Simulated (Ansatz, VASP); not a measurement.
**AgCl in VASP and in Ansatz**

```xyz
2
Lattice="0.0000 2.7237 2.7237 2.7237 0.0000 2.7237 2.7237 2.7237 0.0000" Properties=species:S:1:pos:R:3 pbc="T T T"
Ag    2.7237    2.7237    2.7237
Cl    0.0000    0.0000    0.0000
```

Alike in both runs: functional PBEsol; k mesh 8 × 8 × 8; no spin polarisation.

Ansatz relaxed the structure, and its values are those at the end. VASP's run is a single point on that final structure, the one shown.

|  | VASP | Ansatz |
| --- | --- | --- |
| version | VASP 6.6.1 | Ansatz 0.2.0 |
| potentials or method | VASP PAW PBE potentials, release 64 (Ag, Cl) | scalar-relativistic, plane waves, PAW |
| plane-wave cutoff (eV) | 520 | 420 |
| occupations | gaussian, width 0.01 eV | fixed |
| valence electrons in the cell | 18 | 26 |

|  | VASP | Ansatz | Ansatz less VASP |
| --- | --- | --- | --- |
| gap on the k mesh at the Fermi level (eV) | 0.72 | 0.72 | +0.003 |
| least direct gap on the mesh (eV) | 3.22 | 3.23 | +0.002 |
| pressure (GPa) | -0.1 | 0.0 | +0.10 |

The two sets of potentials don't hold the same shells in valence.

Caveats: the PAW data sets were made with another functional, which shifts forces and pressure a little (VASP). A k mesh can miss the band edges.
